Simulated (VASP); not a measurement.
Ca:

```xyz
1
Lattice="3.4887 0.0000 0.0000 0.0000 3.4887 0.0000 0.0000 0.0000 3.4887" Properties=species:S:1:pos:R:3 pbc="T T T"
Ca    0.0000    0.0000    0.0000
```

This isn't the form of Ca at room conditions, which is fcc.

- Program: VASP 6.6.1
- Task: single point
- Functional: PBE
- Potentials or basis: VASP PAW PBE potentials, release 64 (Ca_sv)
- Cutoff: 520 eV
- k mesh: 8 × 8 × 8
- Occupations: fermi-dirac, width 0.05 eV
- Spin: no spin polarisation

On this cell: pressure 0.4 GPa; band gap on the k mesh none (metal or under the smearing width).

The same run follows on a disturbed copy (cell strained at random at fixed volume):

```
Ca
1.0
     3.43896    0.00419   -0.02578
     0.00419    3.53127   -0.06249
    -0.02578   -0.06249    3.49766
Ca
1
Cartesian
  0.0242 -0.0530 0.0415
```

Problem. What does the disturbed cell give?

Solution. The energy (extrapolated to zero smearing) moves by +0.8 meV/atom; pressure 0.4 GPa; band gap on the k mesh none (metal or under the smearing width).

Stress tensor (GPa, compression positive):
```
 1.28  0.02 -0.13
 0.02 -0.27 -0.30
-0.13 -0.30  0.25
```
